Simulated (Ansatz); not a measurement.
Starting cell, LaAlO3 (cubic perovskite):

```
CELL_PARAMETERS angstrom
      3.81241     0.00000     0.00000
      0.00000     3.81241     0.00000
      0.00000     0.00000     3.81241
ATOMIC_POSITIONS crystal
  La 0.50000 0.50000 0.50000
  Al 0.00000 0.00000 0.00000
  O  0.00000 0.50000 0.00000
  O  0.50000 0.00000 0.00000
  O  0.00000 0.00000 0.50000
```

Two-dimensional scan of atom 3 (O, nearest neighbour Al at 1.906 Å; its periodic images, 3.8 Å or more away, move with it): u runs along (0.707, 0.707, 0.000), v along (0.000, 0.000, 1.000) (Cartesian). Cell and other atoms are fixed.

The numbers are results of PBE (plane waves to 420 eV, PAW, scalar-relativistic; Ansatz, an electronic-structure program), not measurements. k mesh 7×7×7 (Γ-centred), Fermi-Dirac smearing 0.05 eV. Points where atoms come too close for the PAW data are left out (x in tables, blank in figures). Fu and Fv are the components of the force on the atom. LaAlO3 is run without spin polarisation. LaAlO3 was relaxed with its symmetry unable to fall. This is a high-temperature form of LaAlO3. 

Give the computed Fu (eV/Å) at all points of the grid u = -0.630, -0.315, 0.000, 0.315, 0.630 by v = -0.630, -0.315, 0.000, 0.315, 0.630.

Fu (eV/Å), with u across and v down:

```tsv
v \ u	-0.630	-0.315	0.000	0.315	0.630
-0.630	x	4.17	0.00	-4.17	x
-0.315	9.47	4.12	0.00	-4.12	-9.47
0.000	10.09	4.24	0.00	-4.24	-10.09
0.315	9.47	4.12	0.00	-4.12	-9.47
0.630	x	4.17	0.00	-4.17	x
```

(For displaced atoms, the force is minus the slope of the energy, and its curvature is a force constant, which sets phonon frequencies.)
